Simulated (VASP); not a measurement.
# NiO: core levels with LDA

NiO:

```
CELL_PARAMETERS angstrom
0.00000 2.08590 2.08590
2.08590 0.00000 2.08590
2.08590 2.08590 0.00000
ATOMIC_POSITIONS crystal
Ni 0.00000 0.00000 0.00000
O 0.50000 0.50000 0.50000
```

| Item | Value |
| --- | --- |
| Program | VASP 6.6.1 |
| Task | core levels |
| Functional | LDA |
| Potentials or basis | VASP PAW LDA potentials, release 64 (Ni, O) |
| Cutoff | 520 eV |
| k mesh | 11 × 11 × 11 |
| Occupations | gaussian, width 0.02 eV |
| Spin | collinear spin, ferromagnetic start |
| Starting moments | [1.0, 0.0] μB |
| Further INCAR settings | ALGO = Normal; EDIFF = 1e-06 |

```yaml
Pressure: -19.7 GPa
Band_gap_on_the_k_mesh: none (metal or under the smearing width)
Net_moment: 0.36 μB per cell
Site_moments: Ni +0.30; O +0.05 μB
Valence_electrons_inside_the_program's_atomic_spheres: Ni 9.09; O 4.90
```

Levels at points of the mesh, in eV from the Fermi level:
Spin up:
```csv
k point,band 4,band 5,band 6,band 7,band 8,band 9,band 10,band 11,band 12,band 13
"(0.00, 0.00, 0.00)",-3.11,-1.91,-1.91,-1.91,-1.82,-1.82,1.70,17.78,19.04,19.04
```
Spin down:
| k point | band 4 | band 5 | band 6 | band 7 | band 8 | band 9 | band 10 | band 11 | band 12 | band 13 |
| --- | --- | --- | --- | --- | --- | --- | --- | --- | --- | --- |
| (0.00, 0.00, 0.00) | -3.02 | -1.71 | -1.71 | -1.71 | -1.43 | -1.43 | 1.77 | 17.79 | 19.10 | 19.10 |

Core levels (eV, on the scale of the bands):
```tsv
atom	levels
1 Ni	1s -8155.8, 2s -961.9, 2p -827.3, 3s -94.4, 3p -55.4
2 O	1s -495.4
```

Wall time 20 s on 1 thread of Intel(R) Xeon(R) 6975P-C (Granite Rapids), on a shared host, peak memory 0.15 GiB.

The gap isn't set beside the measured one, since this odd mesh misses points on the zone boundary.

Caveat: so large a pressure means that the cell lies far from this level's equilibrium, or that cutoff or potentials fall short; semilocal functionals often make such compounds metallic where correlation or magnetic order opens a gap, which also shifts bond lengths.
